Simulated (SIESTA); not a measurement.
A run of SIESTA 5.4.2 is set up as follows.

Contents of SiRu.fdf:

```
SystemName                      SiRu
SystemLabel                     SiRu
NumberOfSpecies                 2
NumberOfAtoms                   8
%block ChemicalSpeciesLabel
  1  44 Ru
  2  14 Si
%endblock ChemicalSpeciesLabel

LatticeConstant                 1.0 Ang
%block LatticeVectors
     4.7085953800     0.0000000000     0.0000000000
     0.0000000000     4.7085953800     0.0000000000
     0.0000000000     0.0000000000     4.7085953800
%endblock LatticeVectors
AtomicCoordinatesFormat         Fractional
%block AtomicCoordinatesAndAtomicSpecies
     0.1294055100     0.1294055100     0.1294055100  1  Ru
     0.3705944900     0.8705944900     0.6294055100  1  Ru
     0.6294055100     0.3705944900     0.8705944900  1  Ru
     0.8705944900     0.6294055100     0.3705944900  1  Ru
     0.8375777300     0.8375777300     0.8375777300  2  Si
     0.6624222700     0.1624222700     0.3375777300  2  Si
     0.3375777300     0.6624222700     0.1624222700  2  Si
     0.1624222700     0.3375777300     0.6624222700  2  Si
%endblock AtomicCoordinatesAndAtomicSpecies

%block kgrid.MonkhorstPack
    6   0   0  0.0
    0   6   0  0.0
    0   0   6  0.0
%endblock kgrid.MonkhorstPack
XC.Functional                   GGA
XC.Authors                      PBE
PAO.BasisSize                   DZP
PAO.EnergyShift                 0.003 Ry
Mesh.Cutoff                     800 Ry
OccupationFunction              FD
ElectronicTemperature           0.05 eV
MaxSCFIterations                120
SCF.MustConverge                false
SCF.Mixer.Method                Pulay
SCF.Mixer.Weight                0.25
SCF.Mixer.History               8
SCF.DM.Tolerance                5.0e-05
SCF.H.Tolerance                 1.0e-03 eV
WriteForces                     true
Charge.Mulliken                 end
BandLinesScale                  ReciprocalLatticeVectors
%block BandLines
    1    0.000000   0.000000   0.000000  \Gamma
   11    0.000000   0.500000   0.000000  X
   11    0.500000   0.500000   0.000000  M
   15    0.000000   0.000000   0.000000  \Gamma
   18    0.500000   0.500000   0.500000  R
   15    0.000000   0.500000   0.000000  X
    1    0.500000   0.500000   0.000000  M
   11    0.500000   0.500000   0.500000  R
%endblock BandLines
%block PAO.Basis
  Ru 5
  n=4 0 2
    2.997 0.000
  n=5 0 2
    8.634 0.000
  n=4 1 2
    3.435 0.000
  n=5 1 1
    8.634
  n=4 2 2
    5.937 0.000
%endblock PAO.Basis
```

Potentials or basis: PseudoDojo 0.4 standard (PBE files), DZP (energy shift 0.003 Ry; two zetas on semicore shells).

Run with:

```sh
$ siesta SiRu.fdf > SiRu.out 2>&1
```

Task: Predict the pressure.

Result: 7.4 GPa.

Task: Estimate the band gap on the k mesh.

Result: 0.26 eV, indirect (least direct gap 0.32 eV).

Task: What does it give for the band gap along the path?

Result: 0.22 eV, indirect (least direct gap 0.35 eV).

Task: What does it give for the largest force?

Result: 0.280 eV/Å.

Forces on the atoms (eV/Å):
```
Ru   0.162  0.162  0.162
Ru  -0.162 -0.162  0.162
Ru   0.162 -0.162 -0.162
Ru  -0.162  0.162 -0.162
Si   0.063  0.063  0.063
Si  -0.063 -0.063  0.063
Si   0.063 -0.063 -0.063
Si  -0.063  0.063 -0.063
```

Caveat: the basis of atomic orbitals isn't converged, which shifts pressures, moduli and gaps. A hybrid or GW would open this gap; PBE tends to underestimate it.
